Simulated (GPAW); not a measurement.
# Ge (P6_3mc) in GPAW: single point with PBE0

Aim: the single point of Ge with PBE0.

Program: GPAW 26.7.0. These are calculated values, not measurements. Logs are shortened: lines on timing, memory, paths and dates and some standing lists are left out, and cuts for length are marked. The log counts tension as positive stress, the text compression.

### Step 1. Starting point

It takes space group P6_3mc (No. 186, hexagonal). The conventional cell has a = 4.050 Å, b = 4.050 Å, c = 10.993 Å, α = 90.00°, β = 90.00°, γ = 120.00°. Ge (site symmetry 3m) is surrounded by 3 Ge at 2.44 Å. Around Ge (site symmetry 3m) lie 3 Ge at 2.44 Å.

This isn't the form of Ge at room conditions, which is diamond.

### Step 2. Single point, PBE0

run.py reads:

```python
from ase import Atoms
from ase.dft.bandgap import bandgap
from ase.io import write
from ase.parallel import parprint
from gpaw import GPAW, PW

atoms = Atoms(['Ge', 'Ge', 'Ge', 'Ge'],
              cell=[[4.0504045371, 0.0, 0.0],
                    [-2.0252022685, 3.5077532247, 0.0],
                    [0.0, 0.0, 10.993359]],
              scaled_positions=[[0.6666666667, 0.3333333333, 0.414848],
                                [0.3333333333, 0.6666666667, 0.914848],
                                [0.0, 0.0, 0.477452],
                                [0.0, 0.0, 0.977452]],
              pbc=True)

calc = GPAW(mode=PW(450),
            xc='PBE0',
            kpts={'size': (6, 6, 2), 'gamma': True},
            occupations={'name': 'fermi-dirac', 'width': 0.05},
            nbands=15,
            convergence={'density': 1e-05, 'energy': 1e-05},
            maxiter=60,
            txt='gpaw.txt')
atoms.calc = calc
energy = atoms.get_potential_energy()
forces = atoms.get_forces()
calc.write('gs.gpw')
write('result.traj', atoms)
parprint(f'Energy: {energy:.6f} eV')
parprint('Forces (eV/A):')
parprint(forces.round(4))
parprint('Fermi level:', round(calc.get_fermi_level(), 4), 'eV')
parprint(f'Gap: {bandgap(calc)[0]:.4f} eV, direct: {bandgap(calc, direct=True)[0]:.4f} eV')
```

Potentials or basis: GPAW PAW data sets (gpaw-data 1.2.1), pw.

Launch:

```bash
OMP_NUM_THREADS=1 mpirun -n 8 gpaw python run.py
```

gpaw.txt:

```text
__  _  _
 | _ |_)|_||  |
 |__||  | ||/\| - 26.7.0

Input parameters:
  mode=PW(ecut=450.00000000000006),
  convergence={'density': 1e-05, 'energy': 1e-05},
  kpts=MonkhorstPack(size=(6, 6, 2), gamma=True),
  maxiter=60,
  nbands=15,
  occupations=Occupations(name='fermi-dirac', width=0.05),
  xc=XC(name='PBE0')

Diagonalizing LCAO Hamiltonian
Converting LCAO to pw mode

       GeGe

       Ge    Ge

Atoms  # Å, Bohr magnetons
|   | symbol |         x |        y |         z |    initial magnetic moments |
|---|--------|-----------|----------|-----------|-----------------------------|
| 0 |     Ge |  2.025202 | 1.169251 |  4.560573 | ( 0.0000,  0.0000,  0.0000) |
| 1 |     Ge | -0.000000 | 2.338502 | 10.057252 | ( 0.0000,  0.0000,  0.0000) |
| 2 |     Ge |  0.000000 | 0.000000 |  5.248801 | ( 0.0000,  0.0000,  0.0000) |
| 3 |     Ge |  0.000000 | 0.000000 | 10.745481 | ( 0.0000,  0.0000,  0.0000) |

Unit cell  # Å
| periodic |         x |        y |         z |   lengths |     angles |
|----------|-----------|----------|-----------|-----------|------------|
|      yes |  4.050405 | 0.000000 |  0.000000 |  4.050405 |  90.000000 |
|      yes | -2.025202 | 3.507753 |  0.000000 |  4.050405 |  90.000000 |
|      yes |  0.000000 | 0.000000 | 10.993359 | 10.993359 | 120.000000 |

Number of symmetries: 6
Symmetry operations  # r_c * U_cc + t_c -> r_c
|   | kind |            matrix            |
|---|------|------------------------------|
| 0 |  σ   |  1, 1, 0,  0,-1, 0,  0, 0, 1 |
| 1 |  E   |  1, 0, 0,  0, 1, 0,  0, 0, 1 |
| 2 |  C3  |  0, 1, 0, -1,-1, 0,  0, 0, 1 |
| 3 |  σ   |  0,-1, 0, -1, 0, 0,  0, 0, 1 |
| 4 |  σ   | -1, 0, 0,  1, 1, 0,  0, 0, 1 |
| 5 |  C3  | -1,-1, 0,  1, 0, 0,  0, 0, 1 |

BZ-sampling:
  Number of BZ points: 72
  Number of IBZ points: 14

  Monkhorst-Pack size: [6, 6, 2]
  Monkhorst-Pack shift: [0.08333333333333333, 0.08333333333333333, 0.25]

K-points  # in reciprocal-cell coordinates
|     |                                coordinates |     weight |
|-----|--------------------------------------------|------------|
|   0 | (  0.00000000,   0.00000000,   0.00000000) | 0.01388889 |
|   1 | (  0.00000000,   0.00000000,   0.50000000) | 0.01388889 |
|   2 | (  0.16666667,   0.00000000,   0.00000000) | 0.08333333 |
|   3 | (  0.16666667,   0.00000000,   0.50000000) | 0.08333333 |
|   4 | (  0.33333333,  -0.16666667,   0.00000000) | 0.08333333 |
|   5 | (  0.33333333,  -0.16666667,   0.50000000) | 0.08333333 |
|   6 | (  0.33333333,   0.00000000,   0.00000000) | 0.08333333 |
|   7 | (  0.33333333,   0.00000000,   0.50000000) | 0.08333333 |
|   8 | (  0.33333333,   0.33333333,   0.00000000) | 0.02777778 |
|   9 | (  0.33333333,   0.33333333,   0.50000000) | 0.02777778 |
| ... |                                            |            |
|  13 | (  0.50000000,   0.50000000,   0.50000000) | 0.04166667 |

Plane wave coefficients: 3412
Cutoff: 450.00000000000006 eV

Spin-components: 1 (collinear spins)
Bands:           15
Projectors:      20
Spin-degeneracy: 2
Datatype:        complex128

Parallelization:
  kpt:    8
  domain: 1
  band:   1

Density:
  Valence electrons: 16.0
  Components: 1
  Grid points: [20 20 54]
  Charge: 0.0  # |e|

Potential:
  Grid points: [20 20 54]

species:
  Ge:
    name:    Germanium
    Z:       32.0
    valence: 4
    core:    28
    charge:  0.0  # [|e|]
    compensation charges:
      type: gauss
      rc: 0.32  # [Å]
      lmax: 2
    cutoffs:
      filter: 1.77  # [Å]
      core: 3.42  # [Å]
    projectors
    | kind |    occ | energy [eV] | rcut [Å] |
    |------|--------|-------------|----------|
    |   4s |  2.000 |     -11.726 |    1.005 |
    |   4p |  2.000 |      -3.896 |    1.005 |
    |    s |        |      15.485 |    1.005 |
    |    p |        |      23.315 |    1.005 |
    |    d |        |       0.000 |    1.005 |

    Using partial waves for Ge as LCAO basis

Reference energy: -228390.551410  # eV

eigensolver:
  PPCG
  Converge bands: occupied
  niter=2

density mixing:
  MSR1-Mixer
  Pratt-step length: 0.05
  Maximum mixing coefficient: 0.75
  Old densities: 10
  SVD Regularization: 0.005
  Good broyden scale: 1.0
  Trust region scale: 1.0
  Backstep threshold: 4.0
  History deletion threshold: 6.0
  Fourier metric: weight=20.0, sigma=0.015

occupation numbers:
  Fermi-Dirac:
    width: 0.0500  # eV

poisson solver:
  ecut: 3600.0000000000005  # eV

xc functional:
  name: HYB_GGA_XC_PBEH with 2 nearest neighbor stencil

convergence criteria:
- Maximum integral of absolute [dens]ity change: 1e-05 electrons / valence electron
- Maximum [total energy] change in last 3 cyles: 1e-05 eV / valence electron
- Maximum integral of absolute [eigenst]ate change: 4e-08 eV^2 / valence electron
maximum number of iterations: 60

IBZ(<points: 14, symmetries: 6>)
Occupied bands: 10
SCF iterations
|iter     | |      energy | eigst |  dens |
|---------|-|-------------|-------|-------|
|iter:   1| |-2145.319712 | +0.09 |       |
|iter:   2| |  -19.285948 | -0.56 | -0.83 |
|iter:   3| |  -19.325227 | -1.41 | -0.91 |
|iter:   4| |  -19.247336 | -2.47 | -1.08 |
|iter:   5| |  -19.242158 | -2.83 | -1.37 |
|iter:   6| |  -19.236028 | -3.84 | -1.50 |
|iter:   7| |  -19.226168 | -3.95 | -1.57 |
|iter:   8| |  -19.223424 | -4.48 | -1.68 |
|iter:   9| |  -19.210866 | -3.37 | -1.73 |
|iter:  10| |  -19.211369 | -4.18 | -2.46 |
|iter:  11| |  -19.211821 | -4.93 | -2.91 |
|iter:  12| |  -19.212735 | -5.80 | -3.21 |
|iter:  13| |  -19.213691 | -6.56 | -3.51 |
|iter:  14| |  -19.214139 | -7.03 | -3.62 |
|iter:  15| |  -19.214272 | -7.31 | -4.01 |
|iter:  16| |  -19.214312 | -8.12c| -4.24 |
|iter:  17| |  -19.214330c| -8.20c| -4.20 |
|iter:  18| |  -19.214342c| -8.35c| -4.44 |
|iter:  19| |  -19.214354c| -9.06c| -4.76 |
|iter:  20| |  -19.214366c| -9.36c| -4.69 |
|iter:  21| |  -19.214378c| -9.80c| -4.82 |
|iter:  22| |  -19.214391c|-10.29c| -4.91 |
|iter:  23| |  -19.214404c| -9.20c| -4.88 |
|iter:  24| |  -19.214419c|-10.40c| -5.13c|

Converged in 24 steps
Energy contributions relative to reference atoms: (reference = -228390.551410)

Energy contributions:
  Kinetic:           6.130776
  Coulomb:          -5.488031
  Zero:             -0.446753
  External:          0.000000
  Xc:             2108.727977
  Entropy:          -0.002182
  Spinorbit:         0.000000
  Hybrid_Xc_Cc:     -2090.474894
  Hybrid_Xc_Vc:       -11.411799
  Hybrid_Xc_Vv:       -26.250603
  ----------------------------
  Free energy:     -19.215510
  Extrapolated:    -19.214419

dipole moment: (-13.171702, -22.813913, 29.398987)  # |e|*Ang

Fermi level: 1.335
Eigenvalues  # (at kpt = [0.000, 0.000, 0.000])
| band index |      eig [eV] | occ [0-2] |
|------------|---------------|-----------|
|          0 |       -11.782 |     2.000 |
|          1 |       -11.745 |     2.000 |
|          2 |        -3.389 |     2.000 |
|          3 |        -2.847 |     2.000 |
|          4 |         0.151 |     2.000 |
|          5 |         0.152 |     2.000 |
|          6 |         0.165 |     2.000 |
|          7 |         0.165 |     2.000 |
|          8 |         2.351 |     0.000 |
|          9 |         2.534 |     0.000 |
|         10 |         3.580 |     0.000 |
|         11 |         5.962 |     0.000 |
|         12 |         5.962 |     0.000 |
|         13 |         5.997 |     0.000 |
|         14 |         5.997 |     0.000 |

Gap: 0.311 eV
Transition (v -> c):
  (s=0, k=8, n=7, [0.33, 0.33, 0.00]) -> (s=0, k=9, n=8, [0.33, 0.33, 0.50])
Direct/indirect transitions are different
Direct gap: 0.350 eV
Transition at: (s=0, k=8, n=7, [0.33, 0.33, 0.00])

Forces  # eV/Ang
|        x |        y |        z |
|----------|----------|----------|
|  0.00000 |  0.00000 |  0.21255 |  # Ge   0
|  0.00000 | -0.00000 |  0.21402 |  # Ge   1
|  0.00000 |  0.00000 | -0.21325 |  # Ge   2
| -0.00000 |  0.00000 | -0.21316 |  # Ge   3

# Writing to gs.gpw (mode='')
```

Run time: 40 min. Hardware: 8 MPI ranks of Arm Neoverse V1, shared host; peak memory 0.24 GiB.

What came out:

```
Free energy            : -19.2155 eV
Largest force          : 0.214 eV/Å
Band gap on the k mesh : 0.31 eV, indirect (least direct gap 0.35 eV)
```

Forces in eV/Å, atoms in the order of the input:
```
Ge   0.000  0.000  0.213
Ge   0.000  0.000  0.214
Ge   0.000  0.000 -0.213
Ge   0.000  0.000 -0.213
```

Levels at points of the mesh, in eV from the valence-band top:
| k point | band 4 | band 5 | band 6 | band 7 | band 8 | band 9 | band 10 | band 11 |
| --- | --- | --- | --- | --- | --- | --- | --- | --- |
| (0.00, 0.00, 0.00) | -4.04 | -1.04 | -1.04 | -1.02 | -1.02 | 1.16 | 1.34 | 2.39 |
| (0.00, 0.00, 0.50) | -4.32 | -1.03 | -1.03 | -1.03 | -1.03 | 1.21 | 1.21 | 3.48 |
| (0.50, 0.50, 0.00) | -8.64 | -2.72 | -2.69 | -1.68 | -1.46 | 1.19 | 1.45 | 2.37 |
| (0.50, 0.50, 0.50) | -8.65 | -2.70 | -2.70 | -1.56 | -1.56 | 1.27 | 1.27 | 2.41 |

Caveat: exact exchange converges slowly with the k mesh, and this mesh is small; the PAW data sets were made with another functional, which shifts forces and pressure a little. A k mesh can miss the band edges.

### Step 3. The reference run

An earlier run on the cell as given: functional PBEsol; potentials or basis PAW data sets generated in the run's folder for this functional; cutoff 600 eV; basis pw; k mesh 8 × 8 × 3; occupations fermi-dirac, width 0.05 eV; no spin polarisation.

- Pressure: -1.5 GPa
- Largest force: 0.130 eV/Å
- Band gap on the k mesh: 0.66 eV, indirect (least direct gap 0.68 eV)
